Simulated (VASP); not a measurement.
Input of a VASP 6.6.1 run:

File run.py:

```python
from ase.calculators.vasp import Vasp
from ase.dft.bandgap import bandgap
from ase.io import read

atoms = read('ZnCu.xyz')
calc = Vasp(
    directory='calc',
    xc='pbe',
    pp='PBE',
    setups={'base': 'minimal', 'Zn': '_GW', 'Cu': '_GW'},
    prec='Accurate',
    encut=550,
    ediff=1e-07,
    ismear=0,
    sigma=0.1,
    lreal=False,
    lasph=True,
    nelm=80,
    algo='Normal',
    isif=2,
    lwave=False,
    lcharg=False,
    kpts=[9, 9, 9],
    gamma=True,
)
atoms.calc = calc

print('energy (eV):', atoms.get_potential_energy())
print('free energy (eV):', atoms.get_potential_energy(force_consistent=True))
print('forces (eV/A):')
print(atoms.get_forces())
print('stress (eV/A^3, Voigt):', atoms.get_stress())
print('Fermi level (eV):', calc.get_fermi_level())
gap, top, bottom = bandgap(calc)
print('band gap (eV):', gap, 'from (spin, k, band)', top, 'to', bottom)
```

File ZnCu.xyz:

```xyz
2
Lattice="2.9450000000 0.0000000000 0.0000000000 0.0000000000 2.9450000000 0.0000000000 0.0000000000 0.0000000000 2.9450000000" Properties=species:S:1:pos:R:3 pbc="T T T"
Zn     1.4725000000      1.4725000000      1.4725000000
Cu     0.0000000000      0.0000000000      0.0000000000
```

Potentials or basis: VASP PAW PBE potentials, release 64 (Zn_GW, Cu_GW).

Command:

```console
$ python run.py
```

(1) Estimate the pressure.

(2) Predict the band gap on the k mesh.

Results:

(1) 1.9 GPa.

(2) none (metal or under the smearing width).
